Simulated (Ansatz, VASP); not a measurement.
# IrO2: VASP beside Ansatz

```
Ir O
1.0
     4.50531    0.00000    0.00000
     0.00000    4.50531    0.00000
     0.00000    0.00000    3.17671
Ir O
2 4
Direct
  0.50000 0.50000 0.50000
  0.00000 0.00000 0.00000
  0.69134 0.69134 0.00000
  0.80866 0.19134 0.50000
  0.30866 0.30866 0.00000
  0.19134 0.80866 0.50000
```

The cell is a database's computed one.

Alike in both runs: task relaxation of cell and atoms; functional PBE; k mesh 4 × 4 × 6; occupations gaussian, width 0.1 eV; no spin polarisation.

|  | VASP | Ansatz |
| --- | --- | --- |
| version | VASP 6.6.1 | Ansatz 0.2.0 |
| potentials or method | VASP PAW PBE potentials, release 64 (Ir, O) | scalar-relativistic, plane waves, PAW |
| plane-wave cutoff (eV) | 600 | 420 |
| valence electrons in the cell | 42 | 58 |

```tsv
	VASP	Ansatz	Ansatz less VASP
gap on the k mesh at the Fermi level, each at its own relaxed structure (eV)	none	none	-
relaxed volume (Å³/atom)	10.95	10.86	-0.085
relaxed cell length with the largest relative difference (Å)	3.193	3.182	-0.0112
energy change over the relaxation (meV/atom)	-3	-1	+2.1
```

A gap of «none» marks a metal or a gap that the smearing closes. The two sets of potentials don't hold the same shells in valence.

The runs have no spin-orbit coupling, so splittings on Ir are missing.
